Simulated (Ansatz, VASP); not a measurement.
## Cu in VASP and in Ansatz

```
CELL_PARAMETERS angstrom
2.51968 0.00000 0.00000
-1.25984 2.18211 0.00000
0.00000 0.00000 25.28657
ATOMIC_POSITIONS crystal
Cu 0.66667 0.33333 0.29718
Cu 0.33333 0.66667 0.37789
Cu 0.00000 0.00000 0.45913
Cu 0.66667 0.33333 0.54087
Cu 0.33333 0.66667 0.62211
Cu 0.00000 0.00000 0.70282
```

Alike in both runs: functional PBEsol; k mesh 15 × 15 × 1; occupations gaussian, width 0.1 eV; no spin polarisation.

Ansatz relaxed the structure, and its values are those at the end. VASP's run is a single point on that final structure, the one shown.

```csv
,VASP,Ansatz
version,VASP 6.6.1,Ansatz 0.2.0
potentials or method,"VASP PAW PBE potentials, release 64 (Cu)","scalar-relativistic, plane waves, PAW"
plane-wave cutoff (eV),520,420
valence electrons in the cell,66,114
```

VASP gave:

* gap on the k mesh at the Fermi level (eV): none
* rms of the force components (eV/Å): 0.009
* work function, face that differs most (eV): 4.97

Q: Estimate Ansatz's values.

A: gap on the k mesh at the Fermi level (eV): none; rms of the force components (eV/Å): 0.000; work function, face that differs most (eV): 5.00.

A gap of «none» marks a metal or a gap that the smearing closes. The functional is the same, so the differences come from potentials, cutoffs and numerics. The two sets of potentials don't hold the same shells in valence.

Caveats: the PAW data sets were made with another functional, which shifts forces and pressure a little (VASP).
